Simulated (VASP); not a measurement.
As: core levels with LDA

Crystal: As.

```xyz
2
Lattice="1.8808 1.0859 3.5141 -1.8808 1.0859 3.5141 0.0000 -2.1718 3.5141" Properties=species:S:1:pos:R:3 pbc="T T T"
As    0.0000    0.0000    2.3825
As    0.0000    0.0000    8.1597
```

```yaml
Program: VASP 6.6.1
Task: core levels
Functional: LDA
Potentials_or_basis: VASP PAW LDA potentials, release 64 (As)
Cutoff: 520 eV
k_mesh: 9 × 9 × 9
Occupations: gaussian, width 0.02 eV
Spin: no spin polarisation
Further_INCAR_settings: ALGO = Normal; EDIFF = 1e-06
```

```yaml
Pressure: -0.9 GPa
Largest_force: 0.336 eV/Å
Band_gap_on_the_k_mesh: none (metal or under the smearing width)
```

Forces on the atoms (eV/Å):
```
As   0.000  0.000  0.336
As   0.000  0.000 -0.336
```

Stress tensor (GPa, compression positive):
```
-0.75  0.00  0.00
 0.00 -0.75  0.00
 0.00  0.00 -1.25
```

Levels at points of the mesh, in eV from the Fermi level:
| k point | band 3 | band 4 | band 5 | band 6 | band 7 | band 8 |
| --- | --- | --- | --- | --- | --- | --- |
| (0.00, 0.00, 0.00) | -2.42 | -1.97 | -1.97 | 1.62 | 2.93 | 2.93 |

Core levels (eV, on the scale of the bands):
```
atom                                                               levels
1 As  1s -11648.7, 2s -1470.1, 2p -1290.4, 3s -178.8, 3p -123.0, 3d -30.7
2 As  1s -11648.7, 2s -1470.1, 2p -1290.4, 3s -178.8, 3p -123.0, 3d -30.7
```

Run time: 28 s on 1 thread of AMD EPYC 7R13 Processor (Zen 3), with other jobs on the host, peak memory 0.13 GiB.
